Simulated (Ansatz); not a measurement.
## BaO: pressure against volume per atom

All results are calculated (Ansatz 0.2.0). Periodic Kohn-Sham DFT of a crystal at fixed atoms; pressure and stress are positive in compression; the energy is the free energy less that of spherical unpolarised free atoms; site moments are those in the method's own spheres, positive along +z.

Cell of the first row (space group Fm-3m, No. 225):
```
CELL_PARAMETERS angstrom
0.00000 2.69390 2.69390
2.69390 0.00000 2.69390
2.69390 2.69390 0.00000
ATOMIC_POSITIONS crystal
Ba 0.00000 0.00000 0.00000
O 0.50000 0.50000 0.50000
```

Settings of every row: method all-electron PAW; functional LDA; relativity scalar; k mesh 8x8x8; filling fermi-dirac; smearing width 0.02 eV; nucleus gaussian.

Atom start moment: 0 on all atoms.

Limits: no spin-orbit coupling on heavy atoms.

| row | volume per atom (Å³) | pressure (GPa) |
| --- | --- | --- |
| 1 | 19.549 | 2.347 |
| 2 | 19.559 | 2.296 |
| 3 | 19.965 | 0.409 |
| 4 | 20.381 | -1.316 |
| 5 | 20.589 | -2.107 |
| 6 | 20.797 | -2.853 |
| 7 | 21.005 | -3.557 |
| 8 | 21.213 | -4.221 |
| 9 | 21.629 | ? |
| 10 | 22.045 | -6.521 |

Question: what pressure should row 9 give?

Worked fit of pressure. Take u = (V_r/V)^(2/3) − 1 with V_r = 20.589 Å³ an atom, which is twice the finite (Eulerian) strain; such expansions in the strain, on which the Birch-Murnaghan equation of state is built, carry the rest volume and the bulk modulus. The shown rows have u = 0.03516, 0.03481, 0.02073, 0.00679, 0, -0.00668, -0.01325, -0.01971, -0.04453. Least squares give pressure = −2.1067 + 114.012 × u + 348.14 × u² + 313 × u³ GPa; a parabola predicts inner rows, each left out in turn, worse (root mean square 0.0047 against 0.00084 GPa). The rows lie off it by 0.001, -0.001, 0.000, 0.000, 0.000, 0.000, 0.000, 0.000, 0.000. The pressure vanishes at u = 0.0175, or V = 20.06 Å³ an atom, and there the bulk modulus at fixed shape and fractions is B = −V dP/dV = (2/3)(1 + u) dP/du = 85.8 GPa. The withheld row has u = -0.03232, so the fit gives −2.1067 + 114.012 × (-0.03232) + 348.14 × (-0.03232)² + 313 × (-0.03232)³ = -5.438 GPa.

The calculation gave -5.439 GPa. The fit lies 0.001 GPa (0.011 % of the column's range) above it, one unit of the last digit.
